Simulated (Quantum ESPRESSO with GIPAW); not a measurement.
# 1H and 11B NMR of Ca(BH4)2, calculated

Aim: the magnetic shielding of every site in Ca(BH4)2.

Main program and level: Quantum ESPRESSO with GIPAW 8.0dev (patched build); DFT, PBEsol, plane-wave PAW (pslibrary 1.0.0 recipes), scalar-relativistic, GIPAW; a patched development version of the program.

**1. Starting point**

The structure is tetragonal, space group P-4 (No. 81). Conventional cell: a = 6.993 Å, b = 6.993 Å, c = 4.350 Å, α = 90.00°, β = 90.00°, γ = 90.00°. Nearest to Ca lie 10 H at 2.30 to 2.49 Å and 6 B at 2.89 to 3.05 Å. B has 5 H at 1.23 to 2.93 Å and 3 Ca at 2.89 to 3.05 Å nearest. Nearest to H lie 1 B at 1.23 Å and 4 H at 1.99 to 2.37 Å and 1 Ca at 2.36 Å. Nearest to H lie 1 B at 1.24 Å and 5 H at 1.93 to 2.53 Å and 2 Ca at 2.48 to 2.49 Å. H has 1 B at 1.23 Å and 4 H at 1.99 to 2.37 Å and 1 Ca at 2.37 Å nearest. H has 1 B at 1.23 Å and 3 H at 1.93 to 2.03 Å and 1 Ca at 2.30 Å nearest. Farther neighbours are not listed.

The cell is a computed entry of the Materials Project.

This structure had its atoms relaxed beforehand (DFT, PBEsol, plane-wave PAW (pslibrary 1.0.0 recipes), Quantum ESPRESSO with GIPAW), starting from the database entry, since shieldings follow bond lengths closely.

**2. Ground state**

GIPAW is a response on top of the ground state, so the wavefunctions come first. Their errors pass straight into the induced current, hence the tight threshold. No empty states are asked for: the response is solved without them. The mesh has a spacing of 0.30 Å⁻¹ at most. The PAW files were made with ld1.x from the pslibrary 1.0.0 recipes, with GIPAW reconstruction switched on.

File scf.in:

```
&control
  calculation = 'scf'
  prefix = 'x'
  outdir = './tmp/'
  pseudo_dir = './'
/
&system
  ibrav = 0
  nat = 22
  ntyp = 3
  ecutwfc = 55
  ecutrho = 330
  nbnd = 24
/
&electrons
  conv_thr = 1.0d-10
  mixing_beta = 0.7
  electron_maxstep = 100
/
ATOMIC_SPECIES
  Ca 40.078 Ca.pbesol-spn-kjpaw_psl.1.0.0-gipaw.UPF
  B 10.810 B.pbesol-n-kjpaw_psl.1.0.0-gipaw.UPF
  H 1.008 H.pbesol-kjpaw_psl.1.0.0-gipaw.UPF
CELL_PARAMETERS angstrom
  6.99262700 0.00000000 0.00000000
  0.00000000 6.99262700 0.00000000
  0.00000000 0.00000000 4.35049700
ATOMIC_POSITIONS crystal
  Ca 0.00000000 0.50000000 0.75268751
  Ca 0.50000000 0.00000000 0.24731249
  B 0.68426656 0.19944523 0.74733504
  B 0.31573344 0.80055477 0.74733504
  B 0.80055477 0.68426656 0.25266496
  B 0.19944523 0.31573344 0.25266496
  H 0.76256367 0.12421318 0.97034831
  H 0.23743633 0.87578682 0.97034831
  H 0.87578682 0.76256367 0.02965169
  H 0.12421318 0.23743633 0.02965169
  H 0.50982730 0.17118776 0.74560644
  H 0.49017270 0.82881224 0.74560644
  H 0.82881224 0.50982730 0.25439356
  H 0.17118776 0.49017270 0.25439356
  H 0.76194059 0.13712955 0.51372045
  H 0.23805941 0.86287045 0.51372045
  H 0.86287045 0.76194059 0.48627955
  H 0.13712955 0.23805941 0.48627955
  H 0.69625150 0.37449105 0.76000370
  H 0.30374850 0.62550895 0.76000370
  H 0.62550895 0.69625150 0.23999630
  H 0.37449105 0.30374850 0.23999630
K_POINTS automatic
  3 3 5 1 1 1
```

Started as:

```bash
> mpirun -np 4 pw.x -nk 4 -in scf.in > scf.out
```

What it wrote:

```text
using ibrav=0 with symmetry is DISCOURAGED, use correct ibrav instead

     bravais-lattice index     =            0
     lattice parameter (alat)  =      13.2141  a.u.
     unit-cell volume          =    1435.5430 (a.u.)^3
     number of atoms/cell      =           22
     number of atomic types    =            3
     number of electrons       =        48.00
     number of Kohn-Sham states=           24
     kinetic-energy cutoff     =      55.0000  Ry
     charge density cutoff     =     330.0000  Ry
     scf convergence threshold =      1.0E-10
     mixing beta               =       0.7000
     number of iterations used =            8  plain     mixing
     Exchange-correlation= SLA-PW-PSX-PSC
                           (   1   4  10   8   0   0   0)
[...]
Ca               10.00    40.07800     Ca( 1.00)
     B                 3.00    10.81000     B ( 1.00)
     H                 1.00     1.00800     H ( 1.00)

      4 Sym. Ops. (no inversion) found
[...]
number of k points=     9
[...]
Dense  grid:   145203 G-vectors     FFT dimensions: (  80,  80,  48)

     Smooth grid:    79147 G-vectors     FFT dimensions: (  64,  64,  40)

     Check: negative core charge=   -0.000001

     Initial potential from superposition of free atoms

     starting charge      47.9895, renormalised to      48.0000
     Starting wfcs are   48 randomized atomic wfcs

     Self-consistent Calculation

     iteration #  1     ecut=    55.00 Ry     beta= 0.70
     Davidson diagonalization with overlap
     ethr =  1.00E-02,  avg # of iterations =  2.0

     total energy              =    -326.82820847 Ry
     estimated scf accuracy    <       1.87445219 Ry

     iteration #  2     ecut=    55.00 Ry     beta= 0.70
     Davidson diagonalization with overlap
     ethr =  3.91E-03,  avg # of iterations =  2.0

     total energy              =    -327.26100319 Ry
     estimated scf accuracy    <       0.15063377 Ry

     iteration #  3     ecut=    55.00 Ry     beta= 0.70
     Davidson diagonalization with overlap
     ethr =  3.14E-04,  avg # of iterations =  5.3

     total energy              =    -327.31133855 Ry
     estimated scf accuracy    <       0.01999513 Ry

[...]
total energy              =    -327.32497082 Ry
[...]
iteration # 13     ecut=    55.00 Ry     beta= 0.70
     Davidson diagonalization with overlap
     ethr =  1.24E-11,  avg # of iterations =  1.1

     total energy              =    -327.32497080 Ry
     estimated scf accuracy    <       0.00000002 Ry

     iteration # 14     ecut=    55.00 Ry     beta= 0.70
     Davidson diagonalization with overlap
     ethr =  1.24E-11,  avg # of iterations =  5.9

     End of self-consistent calculation
     [one-electron energies left out]

!    total energy              =    -327.32497081 Ry
     total all-electron energy =     -2934.953434 Ry
     estimated scf accuracy    <          2.7E-11 Ry

     The total energy is the sum of the following terms:
     one-electron contribution =     -99.74055796 Ry
     hartree contribution      =      59.57410539 Ry
     xc contribution           =     -46.63526240 Ry
     ewald contribution        =    -103.81304351 Ry
     one-center paw contrib.   =    -136.71021233 Ry

     convergence has been achieved in  14 iterations
[...]
JOB DONE.
```

Run time: 34 s. Hardware: 4 MPI ranks of Arm Neoverse V2, shared host; peak memory 1.1 GiB; 2.2 min of CPU time.

It converged in 14 cycles to an estimated accuracy of 3e-11 Ry, on 9 irreducible k-points.

**3. Magnetic response**

A uniform field breaks periodicity, so gipaw.x applies it as a wave of small q and takes the limit. It solves for the first-order states, builds the induced current and gets the field at each nucleus by Biot–Savart; the PAW spheres add what the smooth waves miss near the nuclei. pawproj makes the reconstruction use the PAW data sets' own projectors.

File nmr.in:

```
&inputgipaw
  job = 'nmr'
  prefix = 'x'
  tmp_dir = './tmp/'
  restart_mode = 'from_scratch'
  verbosity = 'low'
  q_gipaw = 0.01
  spline_ps = .true.
  conv_threshold = 1.0d-11
  use_nmr_macroscopic_shape = .false.
  pawproj(1) = .true.
  pawproj(2) = .true.
  pawproj(3) = .true.
/
```

Started as:

```bash
> mpirun -np 4 gipaw.x -in nmr.in > nmr.out
```

What it wrote:

```text
[banner, memory and clock lines left out]
[a note of our patched build left out]

     Parallelizing q-star over 1 images

     IMPORTANT: XC functional enforced from input :
     Exchange-correlation= PBESOL
                           (   1   4  10   8   0   0   0)
     Any further DFT definition will be discarded
     Please, verify this is what you really want

     Check: negative core charge=   -0.000001
[...]
projs nearly linearly dependent: l=0  n1,n2= 1, 2  s=  0.99168239
[...]
projs nearly linearly dependent: l=0  n1,n2= 1, 2  s=  0.99970544
[...]
alpha_pv=     76.8044 eV

     spline_ps is .false., expect some extrapolation errors

     q-space interpolation up to    66.00 Rydberg

     GIPAW job: nmr
     NMR macroscopic correction: no
[...]
Computing the magnetic susceptibility     isolve=0    ethr=  0.1000E-10
     Starting from scratch
     k-point #    1 of     9      pool #  1    cpu time:       1.1
[...]
End of magnetic susceptibility calculation

     f-sum rule (1st term):
           -48.6411          0.0003          0.0000
            -0.0003        -48.6411          0.0000
             0.0000          0.0000        -48.6322

     f-sum rule (2nd term):
            -0.5567         -0.0003          0.0000
             0.0003         -0.5567          0.0000
             0.0000          0.0000         -0.5617

     f-sum rule (should be   -49.1989):
           -49.1978         -0.0000          0.0000
             0.0000        -49.1978          0.0000
             0.0000          0.0000        -49.1939

[... susceptibilities left out ...]
     Contributions to the NMR chemical shifts: -------------------------------

     Macroscopic shape contribution in ppm:                    0.00
             0.0000          0.0000          0.0000
             0.0000          0.0000          0.0000
             0.0000          0.0000          0.0000

     Core contribution in ppm:

     Atom  1  Ca  pos: (  0.000000  0.500000  0.468288)  core sigma:        1264.01
     Atom  2  Ca  pos: (  0.500000  0.000000  0.153867)  core sigma:        1264.01
     Atom  3  B   pos: (  0.684267  0.199445  0.464958)  core sigma:         164.77
     Atom  4  B   pos: (  0.315733  0.800555  0.464958)  core sigma:         164.77
     Atom  5  B   pos: (  0.800555  0.684267  0.157197)  core sigma:         164.77
     Atom  6  B   pos: (  0.199445  0.315733  0.157197)  core sigma:         164.77
     Atom  7  H   pos: (  0.762564  0.124213  0.603707)  core sigma:           0.00
     Atom  8  H   pos: (  0.237436  0.875787  0.603707)  core sigma:           0.00
     Atom  9  H   pos: (  0.875787  0.762564  0.018448)  core sigma:           0.00
     Atom 10  H   pos: (  0.124213  0.237436  0.018448)  core sigma:           0.00
     Atom 11  H   pos: (  0.509827  0.171188  0.463883)  core sigma:           0.00
     Atom 12  H   pos: (  0.490173  0.828812  0.463883)  core sigma:           0.00
     Atom 13  H   pos: (  0.828812  0.509827  0.158272)  core sigma:           0.00
     Atom 14  H   pos: (  0.171188  0.490173  0.158272)  core sigma:           0.00
     Atom 15  H   pos: (  0.761941  0.137130  0.319614)  core sigma:           0.00
     Atom 16  H   pos: (  0.238059  0.862870  0.319614)  core sigma:           0.00
[...]
Atom 21  H   pos: (  0.625509  0.696252  0.149315)  core sigma:           0.00
     Atom 22  H   pos: (  0.374491  0.303748  0.149315)  core sigma:           0.00

     Bare contribution in ppm:

     Atom  1  Ca  pos: (  0.000000  0.500000  0.468288)  bare sigma:          95.56
[...]
Atom  2  Ca  pos: (  0.500000  0.000000  0.153867)  bare sigma:          95.56
[...]
Atom  3  B   pos: (  0.684267  0.199445  0.464958)  bare sigma:         -18.39
[...]
Atom  4  B   pos: (  0.315733  0.800555  0.464958)  bare sigma:         -18.39
[...]
Atom  5  B   pos: (  0.800555  0.684267  0.157197)  bare sigma:         -18.39
[...]
Atom  6  B   pos: (  0.199445  0.315733  0.157197)  bare sigma:         -18.39
[...]
Atom  7  H   pos: (  0.762564  0.124213  0.603707)  bare sigma:          22.93
[...]
Atom  8  H   pos: (  0.237436  0.875787  0.603707)  bare sigma:          22.93
[...]
Atom  9  H   pos: (  0.875787  0.762564  0.018448)  bare sigma:          22.93
[...]
Atom 10  H   pos: (  0.124213  0.237436  0.018448)  bare sigma:          22.93
[...]
Atom 11  H   pos: (  0.509827  0.171188  0.463883)  bare sigma:          23.24
[...]
Atom 12  H   pos: (  0.490173  0.828812  0.463883)  bare sigma:          23.24
[...]
Atom 13  H   pos: (  0.828812  0.509827  0.158272)  bare sigma:          23.24
[...]
Atom 14  H   pos: (  0.171188  0.490173  0.158272)  bare sigma:          23.24
[...]
Atom 15  H   pos: (  0.761941  0.137130  0.319614)  bare sigma:          22.96
[...]
Atom 16  H   pos: (  0.238059  0.862870  0.319614)  bare sigma:          22.96
[...]
Atom 15  H   pos: (  0.761941  0.137130  0.319614)  para_oo sigma:           0.00
[...]
Atom 16  H   pos: (  0.238059  0.862870  0.319614)  para_oo sigma:           0.00
[...]
Atom 21  H   pos: (  0.625509  0.696252  0.149315)  para_oo sigma:           0.00
[...]
Atom 22  H   pos: (  0.374491  0.303748  0.149315)  para_oo sigma:           0.00
[...]
Paramagnetic US L_R Q_R contribution in ppm:

     Atom  1  Ca  pos: (  0.000000  0.500000  0.468288)  para_lq sigma:         274.96
[...]
Atom  2  Ca  pos: (  0.500000  0.000000  0.153867)  para_lq sigma:         274.96
[...]
Atom  3  B   pos: (  0.684267  0.199445  0.464958)  para_lq sigma:          -2.91
[...]
Atom  4  B   pos: (  0.315733  0.800555  0.464958)  para_lq sigma:          -2.91
[...]
Atom  5  B   pos: (  0.800555  0.684267  0.157197)  para_lq sigma:          -2.91
[...]
Atom  6  B   pos: (  0.199445  0.315733  0.157197)  para_lq sigma:          -2.91
[...]
Atom  7  H   pos: (  0.762564  0.124213  0.603707)  para_lq sigma:           0.00
[...]
Atom  8  H   pos: (  0.237436  0.875787  0.603707)  para_lq sigma:           0.00
[...]
Atom  9  H   pos: (  0.875787  0.762564  0.018448)  para_lq sigma:           0.00
[...]
Atom 10  H   pos: (  0.124213  0.237436  0.018448)  para_lq sigma:           0.00
[...]
Atom 11  H   pos: (  0.509827  0.171188  0.463883)  para_lq sigma:           0.00
[...]
Atom 12  H   pos: (  0.490173  0.828812  0.463883)  para_lq sigma:           0.00
[...]
Atom 13  H   pos: (  0.828812  0.509827  0.158272)  para_lq sigma:           0.00
[...]
Atom 14  H   pos: (  0.171188  0.490173  0.158272)  para_lq sigma:           0.00
[...]
Atom 15  H   pos: (  0.761941  0.137130  0.319614)  para_lq sigma:           0.00
[...]
Atom 16  H   pos: (  0.238059  0.862870  0.319614)  para_lq sigma:           0.00
[...]
Atom 21  H   pos: (  0.625509  0.696252  0.149315)  para_lq sigma:           0.00
[...]
Atom 22  H   pos: (  0.374491  0.303748  0.149315)  para_lq sigma:           0.00
[...]
Total NMR chemical shifts in ppm: ---------------------------------------
     (adopting the Simpson convention for anisotropy and asymmetry)-----------

     Atom  1  Ca  pos: (  0.000000  0.500000  0.468288)  Total sigma:        1071.63
          1045.0293          3.8395          0.0000
           -15.5472       1117.9163         -0.0000
             0.0000         -0.0000       1051.9494

     Ca      1    anisotropy:     70.13    eta:    0.1580
[...]
Atom  2  Ca  pos: (  0.500000  0.000000  0.153867)  Total sigma:        1071.63
[... its tensor is left out ...]
     Atom  3  B   pos: (  0.684267  0.199445  0.464958)  Total sigma:         120.76
           123.8667          4.6412         -0.2855
             4.7613        117.6630         -0.1257
            -0.1032         -0.0920        120.7563

     B       3    anisotropy:      8.47    eta:    0.9949
[...]
Atom  4  B   pos: (  0.315733  0.800555  0.464958)  Total sigma:         120.76
[... its tensor is left out ...]
     Atom  5  B   pos: (  0.800555  0.684267  0.157197)  Total sigma:         120.76
[... its tensor is left out ...]
     Atom  6  B   pos: (  0.199445  0.315733  0.157197)  Total sigma:         120.76
[... its tensor is left out ...]
     Atom  7  H   pos: (  0.762564  0.124213  0.603707)  Total sigma:          23.97
            23.9464          0.4558          0.5599
             0.8457         23.6315         -0.4188
            -0.2446         -0.4050         24.3452

     H       7    anisotropy:     -1.48    eta:    0.2537
[...]
Atom  8  H   pos: (  0.237436  0.875787  0.603707)  Total sigma:          23.97
[... its tensor is left out ...]
     Atom  9  H   pos: (  0.875787  0.762564  0.018448)  Total sigma:          23.97
[... its tensor is left out ...]
     Atom 10  H   pos: (  0.124213  0.237436  0.018448)  Total sigma:          23.97
[... its tensor is left out ...]
     Atom 11  H   pos: (  0.509827  0.171188  0.463883)  Total sigma:          24.28
            24.6362          0.2031          0.0464
             0.3357         24.2837          0.0071
             0.0053          0.0136         23.9116

     H      11    anisotropy:      0.76    eta:    0.4498
[...]
Atom 12  H   pos: (  0.490173  0.828812  0.463883)  Total sigma:          24.28
[... its tensor is left out ...]
     Atom 13  H   pos: (  0.828812  0.509827  0.158272)  Total sigma:          24.28
[... its tensor is left out ...]
     Atom 14  H   pos: (  0.171188  0.490173  0.158272)  Total sigma:          24.28
[... its tensor is left out ...]
     Atom 15  H   pos: (  0.761941  0.137130  0.319614)  Total sigma:          24.00
            23.9237          0.5959         -0.6009
             0.9578         23.5884          0.3024
             0.2553          0.2747         24.4866

     H      15    anisotropy:     -1.66    eta:    0.0828
[...]
Atom 16  H   pos: (  0.238059  0.862870  0.319614)  Total sigma:          24.00
[... its tensor is left out ...]
     Atom 17  H   pos: (  0.862870  0.761941  0.302541)  Total sigma:          24.00
[... its tensor is left out ...]
     Atom 18  H   pos: (  0.137130  0.238059  0.302541)  Total sigma:          24.00
[... its tensor is left out ...]
     Atom 19  H   pos: (  0.696252  0.374491  0.472840)  Total sigma:          24.38
            24.1288          1.0013         -0.0112
             1.1684         25.0052          0.0803
             0.0352          0.1341         23.9969

     H      19    anisotropy:      2.05    eta:    0.4417
[...]
Atom 20  H   pos: (  0.303748  0.625509  0.472840)  Total sigma:          24.38
[... its tensor is left out ...]
     Atom 21  H   pos: (  0.625509  0.696252  0.149315)  Total sigma:          24.38
[... its tensor is left out ...]
     Atom 22  H   pos: (  0.374491  0.303748  0.149315)  Total sigma:          24.38
[... its tensor is left out ...]
```

Wall time 3.9 min (4 MPI ranks); peak memory 0.65 GiB; 16 min of CPU time.

(Part 1 of 2 ends here.)

[Banner, clock, file and message-heading lines were taken out of the pw.x and gipaw.x logs.]

[Logs are printed without paths, hosts, clocks, repeated set-up lines and the standing remarks that a program may print on its own settings, such as how far it seeks lower states.]

[Hosts, paths, dates, database ids (printed as entryN), source tags and the programs' standing remarks are cut or masked in the printed files.]

[Where no reference line passes its bar on scatter, no shift is given, so a measured shift of this compound may stand uncompared.]
